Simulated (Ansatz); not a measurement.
**BP under pressure: fit and missing row**

BP, F-43m, a = 4.520 Å. Ansatz: PBEsol, PAW, 420 eV, Γ-centred 10×10×10 mesh on 2 atoms, Gaussian smearing 0.02 eV; no spin polarisation. Cell and atoms are relaxed at each pressure, and no other structure is tried, so the rows at high pressure may lie past a change of phase.

```tsv
V (Å³/atom)	P (GPa)
?	40.00
10.465	20.00
10.942	10.05
11.222	5.06
11.411	2.01
11.545	0.00
11.685	-2.00
```

Task: Take V0 = 11.545 Å³/atom, fit the third-order Birch–Murnaghan form to the other rows, and predict the missing volume.

Result: With the Eulerian strain f = ½[(V0/V)^(2/3) − 1] and y = P/[3f(1 + 2f)^(5/2)], the form is the line y = B0 + 1.5 B0 (B0′ − 4) f. Rows (f, y): 0.03383, 167.3; 0.01820, 168.3; 0.00955, 168.5; 0.00391, 168.1; -0.00400, 170.0. Means f = 0.01230, y = 168.44; Σ(Δf)² = 0.0008420, ΣΔfΔy = -0.04811; the slope is their ratio. y = 169.1 − 57.14 f GPa, so B0 = 169.1 GPa and B0′ = 4 + 2 × (-57.14)/(3 × 169.1) = 3.77. P = 40.00 GPa is met at f = 0.06050 (y = 165.64), so V = V0 (1 + 2f)^(−3/2) = 9.727 Å³/atom. The run gave 9.724 Å³/atom, so the fit is 0.003 Å³/atom too high, a small miss on the scale of the series. The form still works here, 91 % of the fitted range beyond its end.

The mesh isn't the same in all rows (10×10×10, 12×12×12).